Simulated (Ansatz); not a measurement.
Crystal: Te2Mo.

```xyz
12
Lattice="6.3464 0.0000 0.0000 0.0000 3.4942 0.0000 -0.5490 0.0000 14.8562" Properties=species:S:1:pos:R:3 pbc="T T T"
Te    0.1800    1.7471    5.9631
Te    5.6131    0.0000    8.8977
Te    3.4010    0.0000    5.3789
Te    2.3947    1.7471    9.4823
Te    0.5021    0.0000    2.0490
Te    5.2987    1.7471   12.8023
Te    3.6338    1.7471    1.4641
Te    2.1666    0.0000   13.3877
Mo    1.7506    0.0000    7.5295
Mo    4.0433    1.7471    7.3318
Mo    1.1482    1.7471    0.0970
Mo    4.6525    0.0000   14.7535
```

The cell is a database's computed one.

| Quantity | Value |
| --- | --- |
| Program | Ansatz 0.2.0 |
| Task | relaxation of cell and atoms |
| Functional | LDA |
| Potentials or basis | Ansatz PAW |
| Cutoff | 420 eV (not typed: the program's choice for these potentials) |
| k mesh | 3 × 6 × 2 |
| Occupations | fermi-dirac, width 0.05 eV |
| Spin | no spin polarisation |

At the start: volume 27.45 Å³/atom.

**Question.** How do energy, volume and symmetry change on relaxing?

**Answer.** It ends after 8 steps and the volume is 24.04 Å³/atom (-12.4 %); space group P2_1/m (No. 11, to 0.05 Å).

The path:
| step | energy change (eV) | largest force (eV/Å) | volume (Å³) |
| --- | --- | --- | --- |
| 1 | 0.0000 | 0.3885 | 329.45 |
| 2 | -0.3062 | 0.0679 | 310.38 |
| 3 | -0.3616 | 0.0666 | 302.28 |
| 4 | -0.3965 | 0.0524 | 294.66 |
| 5 | -0.4070 | 0.1496 | 286.06 |
| 6 | -0.4160 | 0.0461 | 288.50 |
| 7 | -0.4169 | 0.0091 | 288.45 |
| 8 | -0.4105 | 0.0091 | 288.45 |

Final structure:
```xyz
12
Lattice="6.3013 0.0000 -0.1008 0.0000 3.4338 0.0000 -0.7811 0.0000 13.3438" Properties=species:S:1:pos:R:3 pbc="T T T"
Te    0.0268    1.7169    5.2605
Te    5.4932    0.0000    7.9823
Te    3.2300    0.0000    4.5848
Te    2.2901    1.7169    8.6581
Te    0.5043    0.0000    2.0290
Te    5.0161    1.7169   11.2141
Te    3.6295    1.7169    1.3445
Te    1.8909    0.0000   11.8987
Mo    1.6157    0.0000    6.7209
Mo    3.9044    1.7169    6.5220
Mo    1.1435    1.7169    0.0794
Mo    4.3769    0.0000   13.1637
```

Caveat: the plane-wave basis is chosen anew once the cell has moved, so the energies of steps on either side of that aren't comparable; the PAW data sets come from PBE, with cores solved anew for the run's functional, which leaves a small shift of forces and pressure.
